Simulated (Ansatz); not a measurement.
Ba: do energies and stresses tell the same story?

Method: DFT PBEsol, scalar-relativistic, plane waves, PAW in Ansatz 0.2.0.

Cutoff 420 eV; k points 12×12×12 on the computed 1-atom cell (Γ-centred); Gaussian smearing, width 0.10 eV; no spin polarisation.

Relaxed cell: Im-3m, a = 4.869 Å, b = 4.869 Å, c = 4.869 Å, α = 90.00°, β = 90.00°, γ = 90.00°, 1 atom in the primitive cell.

Energies at zero smearing and pressures from the stress tensor, at volumes with shape and atoms relaxed:
```
V (Å³/atom) E − E(first) (meV/atom) P (GPa)
     54.241                     0.00    0.662
     55.972                    -5.09    0.331
     57.703                    -6.89    0.041
     59.434                    -5.82   -0.215
     61.165                    -2.24   -0.443
```

Check P = −dE/dV between neighbouring volumes, and get the bulk modulus from the pressures alone.

With 1 eV/Å³ = 160.2 GPa:
```csv
middle V (Å³/atom),−ΔE/ΔV (GPa),mean P (GPa)
55.106,0.472,0.497
56.837,0.166,0.186
58.568,-0.099,-0.087
60.299,-0.332,-0.329
```

The two differ by 0.025 GPa at most. The mean of two end pressures misses the average over a step by about ΔV² P″/12, up to 0.004 GPa here; with that taken off 0.021 GPa remains. The stress is the derivative of the free energy, not of the energy at zero smearing, and with free energies 0.00 GPa remains. Around V = 57.703 Å³/atom, the two neighbours give B = −V ΔP/ΔV = 57.703 × 0.546 / 3.462 = 9.1 GPa, against B0 = 8.8 GPa from the Birch–Murnaghan fit of the energies.